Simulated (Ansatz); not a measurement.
`CC(C)(C)O[Si]OC(C)(C)C` + H₂O → `CC(C)(C)O[Si]O` + `CC(C)(C)O`  (formal hydrolysis of the Si–O bond)

Program: Ansatz. Geometries: PBE0-D4/def2-TZVP. ΔE: electronic, gas phase. CCSD(T)/CBS is the MP2 limit (def2-TZVPP, def2-QZVPP) plus CCSD(T) − MP2 in def2-TZVPP, frozen cores. This one scheme is used for every species. DFT in def2-TZVPP. One conformer a species, not always the lowest.

`CC(C)(C)O[Si]OC(C)(C)C`:

Cartesian coordinates in Å:
```
C -1.848 1.602 -0.228
C -2.290 0.172 -0.495
C -3.683 0.149 -1.103
C -2.250 -0.660 0.778
O -1.425 -0.418 -1.474
Si 0.151 -0.792 -1.672
O 0.821 -0.264 -0.251
C 2.168 -0.277 0.219
C 2.128 -0.839 1.632
C 2.653 1.164 0.231
C 3.066 -1.133 -0.664
H -2.536 2.088 0.468
H -1.842 2.175 -1.158
H -0.846 1.620 0.202
H -4.411 0.584 -0.415
H -3.982 -0.877 -1.325
H -3.698 0.720 -2.034
H -2.952 -0.260 1.514
H -2.531 -1.693 0.562
H -1.249 -0.651 1.210
H 3.125 -0.840 2.077
H 1.752 -1.865 1.622
H 1.468 -0.237 2.259
H 2.661 1.572 -0.782
H 1.992 1.781 0.845
H 3.665 1.230 0.638
H 3.107 -0.744 -1.684
H 2.704 -2.163 -0.708
H 4.081 -1.143 -0.262
```

H₂O:

Cartesian coordinates in Å:
```
O 0.088 0.283 0.253
H -0.783 -0.061 0.041
H 0.695 -0.222 -0.293
```

`CC(C)(C)O[Si]O`:

Cartesian coordinates in Å:
```
C 0.483 1.511 -0.322
C -0.140 0.127 -0.216
C -1.621 0.234 0.109
C 0.071 -0.651 -1.505
O 0.458 -0.641 0.831
Si 1.665 -0.292 1.906
O 1.699 -1.722 2.724
H 0.006 2.072 -1.128
H 0.354 2.074 0.606
H 1.552 1.448 -0.536
H -2.057 -0.762 0.216
H -2.154 0.764 -0.683
H -1.767 0.775 1.046
H -0.349 -1.654 -1.414
H -0.412 -0.146 -2.345
H 1.137 -0.742 -1.725
H 1.073 -2.396 2.436
```

`CC(C)(C)O`:

Z-matrix (Å, degrees):
```
C
C 1 1.523
H 1 1.093 2 111.3
H 1 1.092 2 110.2 3 120.5
H 1 1.095 2 110.7 3 -119.7
C 2 1.517 1 110.8 3 -61.9
C 2 1.523 1 110.7 3 61.4
O 2 1.426 1 109.7 3 -177.5
H 6 1.092 2 110.2 1 -178.1
H 6 1.092 2 110.2 1 -58.7
H 6 1.092 2 110.8 1 61.6
H 7 1.093 2 111.3 1 -61.3
H 7 1.092 2 110.2 1 178.2
H 7 1.095 2 110.7 1 58.4
H 8 0.961 2 108.1 1 -60.8
```

CCSD(T)/CBS gives +1.7 kJ/mol.

(1) Another level gave -12.5 kJ/mol. Which?
A. BLYP/def2-TZVPP
B. MP2/def2-TZVPP
C. PBE-QIDH/def2-TZVPP
D. PBE0/def2-TZVPP

Largest T1 diagnostic among the species: 0.013.

Results:

(1) D. PBE0 -12.5, BLYP -17.3, PBE-QIDH -5.1, MP2/def2-TZVPP 3.2 kJ/mol.

The D4 term adds +19.7 kJ/mol with B3LYP and +12.4 kJ/mol with PBE0; it sums over pairs of atoms, weighted by their polarisabilities, and B3LYP, whose exchange is more repulsive, gets the larger term. In def2-TZVPP, CCSD(T) changes the Hartree–Fock value by +16.9 kJ/mol (the triples alone add +3.4 kJ/mol) and MP2 by +19.1 kJ/mol. Leaving LDA and LC-ωPBE aside and taking each functional with its dispersion term where it has one, the values, not all of them listed here, spread over 14.3 kJ/mol, from B2PLYP to BLYP-D4. LDA lies +8.5 kJ/mol from PBE without D4.

B3LYP here is the variant with VWN-RPA as its local correlation; programs differ in this.

CCSD(T)/CBS has its own doubt, a few kJ/mol and more with outer-core shells, so smaller differences from it don't rank the levels.
